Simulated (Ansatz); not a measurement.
**TaC: further runs on the relaxed cell**

The task here is to estimate one member of a computed series from the others.

The COD entry's cell or inner coordinates are ideal or old and differ from later refinements, so a difference from it is no clean test against experiment.

Computed with Ansatz 0.2.0 (DFT PBE, scalar-relativistic, plane waves, PAW, unless a step's input says otherwise).

1 further run of the same task is left out (set aside as unsound or not needed).

### The starting structure

Symmetry: Fm-3m, No. 225, cubic system. The conventional cell has a = 4.475 Å, b = 4.475 Å, c = 4.475 Å, α = 90.00°, β = 90.00°, γ = 90.00°. Ta (site symmetry m-3m) has 6 C at 2.24 Å as nearest neighbours. C (site symmetry m-3m) has 6 Ta at 2.24 Å as nearest neighbours.

Coordinates:

```cif
data_structure
_symmetry_space_group_name_H-M 'P 1'
_symmetry_Int_Tables_number 1
_cell_length_a 3.1644
_cell_length_b 3.1644
_cell_length_c 3.1644
_cell_angle_alpha 60.000
_cell_angle_beta 60.000
_cell_angle_gamma 60.000
_cell_volume 22.41
loop_
_atom_site_label
_atom_site_type_symbol
_atom_site_fract_x
_atom_site_fract_y
_atom_site_fract_z
_atom_site_occupancy
Ta1 Ta 0.00000 0.00000 0.00000 1
C1 C 0.50000 0.50000 0.50000 1
```

This cell was relaxed beforehand with the same method: volume 11.20 Å³/atom, gap on the mesh none (metal).

The first run:

Contents of input.yaml:

```yaml
crystal:
  lattice:
    - [0.0, 2.2376006053, 2.2376006053]
    - [2.2376006053, 0.0, 2.2376006053]
    - [2.2376006053, 2.2376006053, 0.0]
  atoms:
    - { symbol: Ta, position: [0.0, 0.0, 0.0] }
    - { symbol: C, position: [0.5, 0.5, 0.5] }
basis:
  ecutwfc: 420
kpoints:
  mp_grid: { grid: [16, 16, 16] }
  band_path:
    path:
      - [[0.0, 0.0, 0.0], [0.5, 0.0, 0.5], [0.625, 0.25, 0.625]]
      - [[0.375, 0.375, 0.75], [0.0, 0.0, 0.0], [0.5, 0.5, 0.5], [0.5, 0.25, 0.75], [0.5, 0.0, 0.5]]
    npoints: 14
hamiltonian:
  xc: pbe
scf:
  occupations: { method: gaussian, width: 0.1 }
  n_extra_bands: 6
output:
  forces: true
  stress: true
  eigenvalues: true
  populations: true
  dos: { projected: true, de: 0.02, nscf_kmesh: { grid: [24, 24, 24] } }
  bader: true
```

Run with:

```bash
> ansatz run input.yaml --threads 1 --pin off --max-ram 2560MiB --backend cpu --events-out ev --progress --plain --runs-dir out
```

Among the steps run: Electronic structure at the relaxed geometry; Back to the database's cell; The cell scaled to 0.97 of its volume; Volume × 1.03; The cell scaled to 0.94 of its volume; Point at V/V0 = 1.06; Point at V/V0 = 0.91; The cell scaled to 1.10 of its volume; Point at V/V0 = 0.88.

One table of the session follows, with a row left open; its other results are not shown here.

```
volume (Å³/atom)  energy above the lowest point (meV/atom)  pressure (GPa)
           9.859                                     204.0           54.24
          10.195                                     108.5           37.34
          10.531                                      45.7           22.92
          10.867                                      10.9           10.59
          11.203                                       0.0            0.05
          11.539                                       9.6           -8.97
          11.876                                         ?               ?
          12.324                                      95.9          -25.26
```

**Question.** Estimate the row for volume (Å³/atom) = 11.876.

Worked estimate for «energy above the lowest point (meV/atom)». A straight line through the neighbours (11.539, 9.6) and (12.324, 95.9) gives 9.6 + (95.9 − 9.6) × (11.876 − 11.539) / (12.324 − 11.539) = 46.6; a parabola fitted to 3 rows on both sides gives 35.7.

**Answer.** energy above the lowest point (meV/atom): 36.8; pressure (GPa): -16.69. In «energy above the lowest point (meV/atom)» the line misses by +9.8 and the parabola by -1.1.

Caveats from the session: Spin-orbit coupling is left out, which matters for the bands of Ta.
